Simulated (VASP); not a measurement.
Crystal: Sb.

```
Sb
1.0
     2.15420    1.24373    3.75800
    -2.15420    1.24373    3.75800
     0.00000   -2.48746    3.75800
Sb
2
Cartesian
  0.0000 0.0000 8.6416
  0.0000 0.0000 2.6324
```

```yaml
Program: VASP 6.6.1
Task: relaxation of cell and atoms
Functional: PBEsol
Potentials_or_basis: VASP PAW PBE potentials, release 64 (Sb)
Cutoff: 600 eV
k_mesh: 8 × 8 × 8
Occupations: fermi-dirac, width 0.05 eV
Spin: no spin polarisation
```

At the start: pressure 0.2 GPa; volume 30.21 Å³/atom.

Problem. Where does the relaxation end?

Solution. Over 5 steps the energy falls by 2.8 meV/atom and the volume is 29.89 Å³/atom (-1.1 %); space group R-3m (No. 166, to 0.05 Å).

Step by step:
| step | energy change (eV) | largest force (eV/Å) | pressure (GPa) | volume (Å³) |
| --- | --- | --- | --- | --- |
| 1 | 0.0000 | 0.1572 | 0.20 | 60.41 |
| 2 | -0.0022 | 0.0598 | -0.37 | 60.74 |
| 3 | -0.0023 | 0.0332 | -0.53 | 60.83 |
| 4 | -0.0040 | 0.0207 | -0.36 | 60.47 |
| 5 | -0.0055 | 0.0015 | -0.01 | 59.77 |

Final structure:
```
Sb
1.0
     2.16318    1.24891    3.68755
    -2.16318    1.24891    3.68755
     0.00000   -2.49782    3.68755
Sb
2
Direct
  0.76427 0.76427 0.76427
  0.23573 0.23573 0.23573
```

Caveat: the PAW data sets were made with another functional, which shifts forces and pressure a little.
